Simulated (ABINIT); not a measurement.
Here is an ABINIT 10.8.3 (patched build) calculation.

File run.abi:

```
pp_dirpath "./"
pseudos "Ba.upf, Ti.upf, O.upf"

acell 3*1.0
rprim
     5.3429485438     3.0847527799     4.3811287513
    -5.3429485438     3.0847527799     4.3811287513
     0.0000000000    -6.1695055600     4.3811287513
ntypat 3
znucl 56 22 8
natom 5
typat 1 2 3 3 3
xred
     0.0000000000     0.0000000000     0.0000000000
     0.4845000000     0.4845000000     0.4845000000
     0.5086000000     0.0175000000     0.5086000000
     0.0175000000     0.5086000000     0.5086000000
     0.5086000000     0.5086000000     0.0175000000

ecut 42.0

kptopt 1
ngkpt 7 7 7
nshiftk 1
shiftk 0.0 0.0 0.0

ixc 11

nband 24
occopt 3
tsmear 0.05 eV

nstep 100
tolvrs 1.0e-10

iomode 3
prtwf 0
prtden 0
prteig 0
prtebands 0
enunit 2
```

Potentials or basis: PseudoDojo NC SR PBE v0.4.1 standard.

The run is started by

```bash
$ abinit run.abi > log 2>&1
```

**Question.** Predict the pressure.

**Answer.** 5.3 GPa.

**Question.** Estimate the band gap on the k mesh.

**Answer.** 2.49 eV, indirect (least direct gap 2.82 eV).

Forces in eV/Å, atoms in the order of the input:
```
Ba   0.000  0.000 -0.130
Ti   0.000  0.000  0.137
O    0.093 -0.054 -0.002
O   -0.093 -0.054 -0.002
O    0.000  0.108 -0.002
```

Caveat: this set's barium file shifts pressures by 1 GPa against other sets; this release of the barium file is off; spin-orbit coupling is left out, which moves the levels of the heavy elements; an odd mesh through Γ misses points on the zone boundary, where band edges often lie.
